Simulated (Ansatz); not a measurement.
**Cu$_{3}$N: do energies and stresses tell the same story?**

The calculation used DFT PBE, scalar-relativistic, plane waves, PAW (Ansatz 0.2.0).

Cutoff 420 eV; k points 10×10×10 on the computed 4-atom cell (Γ-centred); Gaussian smearing, width 0.01 eV; no spin polarisation.

Relaxed cell: Pm-3m, a = 3.827 Å, b = 3.827 Å, c = 3.827 Å, α = 90.00°, β = 90.00°, γ = 90.00°, 4 atoms in the primitive cell. Whether it is the stable form of this composition wasn't checked.

Energies at zero smearing and pressures from the stress tensor, at volumes with shape and atoms relaxed:
| V (Å³/atom) | E − E(first) (meV/atom) | P (GPa) |
| --- | --- | --- |
| 12.334 | 0.00 | 19.94 |
| 12.754 | -43.74 | 13.63 |
| 13.175 | -72.42 | 8.35 |
| 13.595 | -88.23 | 3.82 |
| 14.016 | -93.10 | 0.00 |
| 14.436 | -88.78 | -3.21 |
| 14.857 | -76.70 | -5.90 |
| 15.417 | -50.71 | -8.84 |

Task: Check P = −dE/dV between neighbouring volumes, and get the bulk modulus from the pressures alone.

Result: With 1 eV/Å³ = 160.2 GPa:
```csv
middle V (Å³/atom),−ΔE/ΔV (GPa),mean P (GPa)
12.544,16.667,16.787
12.965,10.928,10.993
13.385,6.024,6.087
13.805,1.856,1.911
14.226,-1.647,-1.603
14.646,-4.603,-4.556
15.137,-7.429,-7.372
```

The two differ by 0.12 GPa at most. The mean of two end pressures misses the average over a step by about ΔV² P″/12, up to 0.08 GPa here; with that taken off 0.04 GPa remains, from the smearing term (the stress is the derivative of the free energy), the finite cutoff, the mesh or the relaxation's tolerance. Around V = 14.016 Å³/atom, the two neighbours give B = −V ΔP/ΔV = 14.016 × 7.03 / 0.841 = 117.1 GPa, against B0 = 116.1 GPa from the Birch–Murnaghan fit of the energies.

A ferromagnetic start lost its moments in a first run, so spin was left out; other magnetic orders weren't tried.